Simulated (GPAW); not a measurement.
HfO2: band structure with PBEsol

Crystal: HfO2.

```
CELL_PARAMETERS angstrom
5.08032 0.00000 0.00000
0.00000 5.16487 0.00000
0.00000 0.00000 4.89088
ATOMIC_POSITIONS crystal
Hf 0.22259 0.78180 0.27207
Hf 0.72259 0.71820 0.72793
Hf 0.77741 0.21820 0.27207
Hf 0.27741 0.28180 0.72793
O 0.18682 0.16365 0.10453
O 0.68682 0.33635 0.89547
O 0.81318 0.83635 0.10453
O 0.31318 0.66365 0.89547
O 0.00000 0.50000 0.48905
O 0.50000 0.00000 0.51095
O 0.00000 0.00000 0.57562
O 0.50000 0.50000 0.42438
```

The cell comes from a database or a generator and needn't be the stable form of this composition.

```json
{"Program": "GPAW 26.7.0", "Task": "band structure", "Functional": "PBEsol", "Potentials or basis": "PAW data sets generated in the run's folder for this functional", "Cutoff": "800 eV", "Basis": "pw", "k mesh": "4 × 4 × 4", "Occupations": "fermi-dirac, width 0.05 eV", "Spin": "no spin polarisation", "Maxiter": "150", "Band path": "GXSYGZURTZ,YT,UX,SR", "Band points": "100"}
```

* Pressure: 2.3 GPa
* Largest force: 0.237 eV/Å
* Band gap on the k mesh: 3.72 eV, direct
* Band gap along the path: 3.72 eV, direct

Forces on the atoms (eV/Å):
```
Hf  -0.012  0.022  0.106
Hf  -0.012 -0.023 -0.106
Hf   0.012 -0.022  0.106
Hf   0.012  0.023 -0.106
O   -0.041 -0.001  0.234
O   -0.041  0.001 -0.234
O    0.041  0.001  0.234
O    0.041 -0.001 -0.234
O    0.000  0.000  0.009
O    0.000  0.000 -0.009
O    0.000  0.000  0.092
O    0.000  0.000 -0.092
```

Stress tensor (GPa, compression positive):
```
1.42 0.00 0.00
0.00 2.31 0.00
0.00 0.00 3.20
```

Levels at the corners of the path, in eV from the valence-band top:
```tsv
point	band 46	band 47	band 48	band 49	band 50	band 51
Γ	-0.23	-0.15	-0.14	3.98	4.57	4.96
X	-0.65	-0.04	0.00	3.72	4.77	5.39
S	-0.85	-0.22	-0.22	4.65	4.65	5.02
Y	-0.57	-0.24	-0.24	4.52	4.53	5.50
Γ	-0.23	-0.15	-0.14	3.98	4.57	4.96
Z	-0.60	-0.22	-0.22	4.50	4.50	5.37
U	-0.77	-0.20	-0.20	4.61	4.61	5.13
R	-1.49	-0.28	-0.28	4.95	4.95	5.16
T	-0.89	-0.41	-0.41	4.91	4.91	5.61
Z	-0.60	-0.22	-0.22	4.50	4.50	5.37
Y	-0.57	-0.24	-0.24	4.52	4.53	5.50
T	-0.89	-0.41	-0.41	4.91	4.91	5.61
U	-0.77	-0.20	-0.20	4.61	4.61	5.13
X	-0.65	-0.04	0.00	3.72	4.77	5.39
S	-0.85	-0.22	-0.22	4.65	4.65	5.02
R	-1.49	-0.28	-0.28	4.95	4.95	5.16
```

Wall time 21 min on 1 thread of Intel(R) Xeon(R) Processor @ 2.70GHz, with other jobs on the host, peak memory 2.1 GiB.

Caveat: spin-orbit coupling is left out, which moves the levels of the heavy elements.
